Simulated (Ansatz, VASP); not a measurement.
**Two plane-wave programs on KF**

File INCAR:

```
ALGO     = Normal         # electronic algorithm
EDIFF    = 1E-6           # SCF threshold, eV
ENCUT    = 520            # plane-wave cutoff, eV
GGA      = PE             # functional
ISIF     = 2              # what is computed and relaxed
ISMEAR   = 0              # smearing method
LASPH    = True           # aspherical terms in the spheres
LCHARG   = False          # write CHGCAR
LREAL    = False          # projectors in reciprocal space
LWAVE    = False          # write WAVECAR
NBANDS   = 15             # bands
NELM     = 100            # most SCF steps
PREC     = Accurate       # precision mode
SIGMA    = 0.05           # smearing width, eV
```

KPOINTS

```
k-points
0
Gamma
  8 8 8
```

Contents of POSCAR:

```
KF
1.0
   -0.0876630241      2.7100930641      2.7100930641
    2.7100930641     -0.0876630241      2.7100930641
    2.7100930641      2.7100930641     -0.0876630241
K F
1 1
Direct
    0.0000000000      0.0000000000      0.0000000000
    0.5000000000      0.5000000000      0.5000000000
```

Input for Ansatz:

```yaml
crystal:
  lattice:
    - [-0.0876630241, 2.7100930641, 2.7100930641]
    - [2.7100930641, -0.0876630241, 2.7100930641]
    - [2.7100930641, 2.7100930641, -0.0876630241]
  atoms:
    - { symbol: K, position: [0.0, 0.0, 0.0] }
    - { symbol: F, position: [0.5, 0.5, 0.5] }
basis:
  ecutwfc: 520.0
kpoints:
  mp_grid: { grid: [8, 8, 8] }
hamiltonian:
  xc: pbe
scf:
  occupations: { method: gaussian, width: 0.05 }
output:
  forces: true
  stress: true
  eigenvalues: true
```

Alike in both runs: task single point; functional PBE; k mesh 8 × 8 × 8; occupations gaussian, width 0.05 eV; no spin polarisation.

|  | VASP | Ansatz |
| --- | --- | --- |
| version | VASP 6.6.1 | Ansatz 0.2.0 |
| potentials or method | VASP PAW PBE potentials, release 64 (K_sv, F) | scalar-relativistic, plane waves, PAW |
| plane-wave cutoff (eV) | 520 | 520 |
| valence electrons in the cell | 16 | 16 |

Ansatz gave:

* gap on the k mesh at the Fermi level (eV): 5.69
* least direct gap on the mesh (eV): 5.69
* pressure (GPa): -1.2
* largest component of the traceless stress (GPa): 0.41

Task: Estimate VASP's values.

Result: gap on the k mesh at the Fermi level (eV): 5.68; least direct gap on the mesh (eV): 5.68; pressure (GPa): -1.3; largest component of the traceless stress (GPa): 0.40.

With one functional, cell and mesh, what is left measures potentials, basis and numerics.

A k mesh can miss the band edges.
